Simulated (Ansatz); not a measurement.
Ti3SiC2:
```yaml
crystal:
  lattice:
    - [3.07218, 0.00000, 0.00000]
    - [-1.53609, 2.66059, 0.00000]
    - [0.00000, 0.00000, 17.72745]
  atoms:
    - { symbol: Si, position: [0.00000, 0.00000, 0.25000] }
    - { symbol: Si, position: [0.00000, 0.00000, 0.75000] }
    - { symbol: C, position: [0.33333, 0.66667, 0.57231] }
    - { symbol: C, position: [0.66667, 0.33333, 0.07231] }
    - { symbol: C, position: [0.33333, 0.66667, 0.92769] }
    - { symbol: C, position: [0.66667, 0.33333, 0.42769] }
    - { symbol: Ti, position: [0.33333, 0.66667, 0.13488] }
    - { symbol: Ti, position: [0.66667, 0.33333, 0.63488] }
    - { symbol: Ti, position: [0.33333, 0.66667, 0.36512] }
    - { symbol: Ti, position: [0.66667, 0.33333, 0.86512] }
    - { symbol: Ti, position: [0.00000, 0.00000, 0.00000] }
    - { symbol: Ti, position: [0.00000, 0.00000, 0.50000] }
```

Relaxed with PBE.

Question: Map the valence electron density (e/Å³), cut off at 1 on the plane through (0.000, 0.000, 0.250) spanned by u = [0, 0, 1] and v = [1, -1, 0] in lattice vectors, from PBE (plane waves, PAW; program Ansatz).

Answer: x is the fraction of u, y of v (the angle between them is 90°; rows are the nearest grid lines); atoms in the plane: Si at (0.00, 0.00), Si at (0.50, 0.00), C at (0.32, 0.33), C at (0.82, 0.67), C at (0.68, 0.33), C at (0.18, 0.67), Ti at (0.88, 0.33), Ti at (0.38, 0.67), Ti at (0.12, 0.33), Ti at (0.62, 0.67).
```
y \ x   0.000  0.100  0.175  0.275  0.375  0.450  0.550  0.625  0.725  0.825  0.900   1.00
------  -----  -----  -----  -----  -----  -----  -----  -----  -----  -----  -----  -----
1.00    0.043  0.167  0.171   1.00  0.136  0.468  0.468  0.136   1.00  0.171  0.167  0.043
0.926   0.180  0.167  0.215   1.00  0.150  0.420  0.420  0.150   1.00  0.215  0.167  0.180
0.852   0.326  0.169  0.449  0.520  0.314  0.311  0.311  0.314  0.520  0.449  0.169  0.326
0.778   0.205  0.179   1.00  0.175   1.00  0.229  0.229   1.00  0.175   1.00  0.179  0.205
0.704   0.128  0.193   1.00  0.148   1.00  0.209  0.209   1.00  0.148   1.00  0.193  0.128
0.630   0.127  0.193   1.00  0.149   1.00  0.207  0.207   1.00  0.149   1.00  0.193  0.127
0.556   0.163  0.204   1.00  0.188   1.00  0.183  0.183   1.00  0.188   1.00  0.204  0.163
0.444   0.198   1.00  0.339  0.398  0.405  0.140  0.140  0.405  0.398  0.339   1.00  0.198
0.370   0.187   1.00  0.260  0.581  0.481  0.118  0.118  0.481  0.581  0.260   1.00  0.187
0.296   0.190   1.00  0.256  0.583  0.480  0.118  0.118  0.480  0.583  0.256   1.00  0.190
0.222   0.260   1.00  0.231  0.439  0.349  0.166  0.166  0.349  0.439  0.231   1.00  0.260
0.148   0.368  0.323  0.215  0.661  0.218  0.280  0.280  0.218  0.661  0.215  0.323  0.368
0.0741  0.191  0.173  0.190   1.00  0.152  0.414  0.414  0.152   1.00  0.190  0.173  0.191
0.000   0.043  0.167  0.171   1.00  0.136  0.468  0.468  0.136   1.00  0.171  0.167  0.043
```

The density is the valence pseudo-density with augmentation charge, so density and ELF within about 1 Å of a nucleus are not all-electron values.

Space group P6_3/mmc. Symmetry was held in the PBE relaxation. The run is not spin-polarised.

Potentials: the later of the program's two PAW sets.
